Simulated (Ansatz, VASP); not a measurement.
# Ta2C: VASP beside Ansatz

INCAR

```
SYSTEM = Ta2C
ALGO = Normal
EDIFF = 1E-6
ENCUT = 520
GGA = PS
ISIF = 2
ISMEAR = 0
LASPH = .True.
LCHARG = .False.
LREAL = .False.
LWAVE = .False.
NBANDS = 20
NELM = 80
PREC = Accurate
SIGMA = 0.15
```

File KPOINTS:

```
k-points
0
Gamma
  18 18 10
  0 0 0
```

POSCAR

```
Ta2C
1.0
    2.6310055970      0.0000000000      0.0000000000
   -1.3155027985      2.2785176845      0.0000000000
    0.0000000000      0.0000000000      4.9210802832
Ta C
2 1
Direct
    0.3333333333      0.6666666667      0.2528761935
    0.6666666667      0.3333333333      0.7471238065
    0.0000000000      0.0000000000      0.0000000000
```

Input for Ansatz:

```yaml
crystal:
  lattice:
    - [2.631005597, 0.0, 0.0]
    - [-1.3155027985, 2.2785176845, 0.0]
    - [0.0, 0.0, 4.9210802832]
  atoms:
    - { symbol: Ta, position: [0.3333333333, 0.6666666667, 0.2528761935] }
    - { symbol: Ta, position: [0.6666666667, 0.3333333333, 0.7471238065] }
    - { symbol: C, position: [0.0, 0.0, 0.0] }
basis:
  ecutwfc: 420
kpoints:
  mp_grid: { grid: [18, 18, 10] }
hamiltonian:
  xc: pbesol
scf:
  occupations: { method: gaussian, width: 0.15 }
output:
  forces: true
  stress: true
  eigenvalues: true
```

Change from the starting cell: strain -0.1500 x Voigt [1, 1, 0, 0, 0, 0], atoms carried along.

Alike in both runs: task single point; functional PBEsol; k mesh 18 × 18 × 10; occupations gaussian, width 0.15 eV; no spin polarisation.

```csv
,VASP,Ansatz
version,VASP 6.6.1,Ansatz 0.2.0
potentials or method,"VASP PAW PBE potentials, release 64 (Ta_pv, C)","scalar-relativistic, plane waves, PAW"
plane-wave cutoff (eV),520,420
valence electrons in the cell,26,30
```

```csv
,VASP,Ansatz,Ansatz less VASP
gap on the k mesh at the Fermi level (eV),none,none,-
pressure (GPa),178.3,174.9,-3.35
largest component of the traceless stress (GPa),62.53,62.31,-0.215
rms of the force components (eV/Å),2.188,2.112,-0.0758
```

Atom by atom the forces differ by 0.076 eV/Å (rms over components). A gap of «none» marks a metal or a gap that the smearing closes. The two sets of potentials don't hold the same shells in valence.

Caveats: the cell as given lies far from equilibrium; so large a pressure means that the cell lies far from this level's equilibrium, or that cutoff or potentials fall short (VASP); the potentials were made for another functional, which shifts forces and pressure (VASP). Spin-orbit coupling is left out, which matters for the levels of Ta.
